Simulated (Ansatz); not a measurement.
The same molecule with X = O, S, Se, Te. Ansatz, PBE0-D4/def2-TZVP geometries, multiplicity 1. Each molecule was computed in one conformer, which needn't be the lowest.

Elements past krypton have def2 core potentials. Scalar relativity is left out up to krypton.

```json
{"X": "O", "molecule": "`N=C(N)O`", "mean X–C bond length / Å": "1.359", "mean X–H bond length / Å": "0.961", "HOMO–LUMO gap (ωB97M-V/def2-TZVPP) / eV": "11.39", "HOMO energy (ωB97M-V/def2-TZVPP) / eV": "-9.35", "HOMO energy (B3LYP/def2-TZVPP) / eV": "-6.81"}
{"X": "S", "molecule": "`N=C(N)S`", "mean X–C bond length / Å": "1.786", "mean X–H bond length / Å": "1.343", "HOMO–LUMO gap (ωB97M-V/def2-TZVPP) / eV": "11.30", "HOMO energy (ωB97M-V/def2-TZVPP) / eV": "-9.44", "HOMO energy (B3LYP/def2-TZVPP) / eV": "-6.98"}
{"X": "Te", "molecule": "`N=C(N)[TeH]`", "mean X–C bond length / Å": "2.164", "mean X–H bond length / Å": "1.656", "HOMO–LUMO gap (ωB97M-V/def2-TZVPP) / eV": "9.40", "HOMO energy (ωB97M-V/def2-TZVPP) / eV": "-8.65", "HOMO energy (B3LYP/def2-TZVPP) / eV": "-6.30"}
```

Problem. Give the row for X = Se, `N=C(N)[SeH]`. (An estimate is asked.)

Solution. Computed: 
```json
{"X": "Se", "molecule": "`N=C(N)[SeH]`", "mean X–C bond length / Å": "1.951", "mean X–H bond length / Å": "1.466", "HOMO–LUMO gap (ωB97M-V/def2-TZVPP) / eV": "10.67", "HOMO energy (ωB97M-V/def2-TZVPP) / eV": "-9.20", "HOMO energy (B3LYP/def2-TZVPP) / eV": "-6.77"}
```

From O to Te the mean X–C bond length rises at each step, by 0.805 Å in all; the mean X–H bond length rises at each step, by 0.695 Å in all; the HOMO–LUMO gap (ωB97M-V/def2-TZVPP) falls at each step, by 1.99 eV in all; the HOMO energy (ωB97M-V/def2-TZVPP) isn't monotonic: highest at Te, lowest at S; the HOMO energy (B3LYP/def2-TZVPP) isn't monotonic: highest at Te, lowest at S. Bonds lengthen as the atom grows down the group.

B3LYP here is the variant with VWN-RPA as its local correlation; programs differ in this.

Spin–orbit coupling is left out; it splits and shifts lone-pair levels of the heavy atoms by tenths of an eV.

Positive LUMOs are unbound, so they and the gaps depend on the basis.
